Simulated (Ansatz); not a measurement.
Ag under changes of volume

One of the cells (18.052 Å³/atom); the others are scaled copies at fixed shape and fractional positions:

```
CELL_PARAMETERS angstrom
1.47305 0.85046 7.20465
-1.47305 0.85046 7.20465
0.00000 -1.70093 7.20465
ATOMIC_POSITIONS crystal
Ag 0.22228 0.22228 0.22228
Ag 0.77772 0.77772 0.77772
Ag 0.00000 0.00000 0.00000
```

This isn't the form of Ag at room conditions, which is fcc.

| Quantity | Value |
| --- | --- |
| Program | Ansatz 0.2.0 |
| Functional | r2SCAN |
| Potentials or basis | Ansatz PAW |
| Cutoff | 500 eV (not typed: the program's choice for these potentials) |
| k mesh | 10 × 10 × 10 |
| Occupations | fermi-dirac, width 0.05 eV |
| Spin | no spin polarisation |

```tsv
volume (Å³/atom)	energy over the lowest point (meV/atom)	pressure (GPa)
16.968	2.92	2.4
17.330	0.00	0.2
17.691	1.90	-1.8
18.052	8.02	-3.6
18.413	?	?
18.774	30.77	-6.4
19.135	46.49	-7.5
```

What does the run at 18.413 Å³/atom give?

Energy over the lowest point 17.81 meV/atom; pressure -5.1 GPa.

Worked out: A Birch-Murnaghan fit of order 3 (a polynomial in V^(-2/3)) to the other rows has its minimum at 17.36 Å³/atom with B0 = V·E''(V) = 102 GPa and B' = 5.6 at fixed shape and positions, which overstates the stiffness. It gives 17.80 meV/atom at 18.413 Å³/atom, against the run's 17.81, and -dE/dV = -5.1 GPa, against -5.1.

Energies are extrapolated to zero smearing.

Caveats: the PAW data sets come from PBE, with cores solved anew for the run's functional, which leaves a small shift of forces and pressure.
